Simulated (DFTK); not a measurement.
# CaF2 (Fluorite) under changes of volume

One of the cells (13.579 Å³/atom); the others are scaled copies at fixed shape and fractional positions:

```
CELL_PARAMETERS angstrom
0.00000 2.73100 2.73100
2.73100 0.00000 2.73100
2.73100 2.73100 0.00000
ATOMIC_POSITIONS crystal
Ca 0.00000 0.00000 0.00000
F 0.75000 0.75000 0.75000
F 0.25000 0.25000 0.25000
```

| Item | Value |
| --- | --- |
| Program | DFTK 0.8.2 |
| Functional | PBE |
| Potentials or basis | dojo.nc.sr.pbe.v0_4_1.standard.upf (PBE) |
| Cutoff | 1143 eV |
| k mesh | 8 × 8 × 8 |
| Occupations | fermi-dirac, width 0.05 eV |
| Spin | no spin polarisation |

| volume (Å³/atom) | energy over the lowest point (meV/atom) | pressure (GPa) | gap on the mesh (eV) |
| --- | --- | --- | --- |
| 12.764 | 26.21 | 8.0 | 7.71 |
| 13.036 | 14.57 | 5.7 | 7.58 |
| 13.308 | 6.56 | 3.7 | 7.45 |
| 13.579 | 1.82 | 1.9 | 7.33 |
| 13.851 | 0.00 | 0.3 | 7.21 |
| 14.122 | 0.81 | -1.2 | 7.10 |
| 14.394 | ? | ? | ? |

Q: What does the run at 14.394 Å³/atom give?

A: Energy over the lowest point 3.99 meV/atom; pressure -2.5 GPa; gap on the mesh 6.99 eV.

Worked out: A Birch-Murnaghan fit of order 3 (a polynomial in V^(-2/3)) to the other rows has its minimum at 13.90 Å³/atom with B0 = V·E''(V) = 78 GPa and B' = 4.4. It gives 4.00 meV/atom at 14.394 Å³/atom, against the run's 3.99, and -dE/dV = -2.5 GPa, against -2.5. A straight line through the other rows of the gap, of slope -6.05 eV per unit of ln V, extrapolates to 6.98 eV, against the run's 6.99.

Energies are extrapolated to zero smearing.

A mesh can miss the band edges.
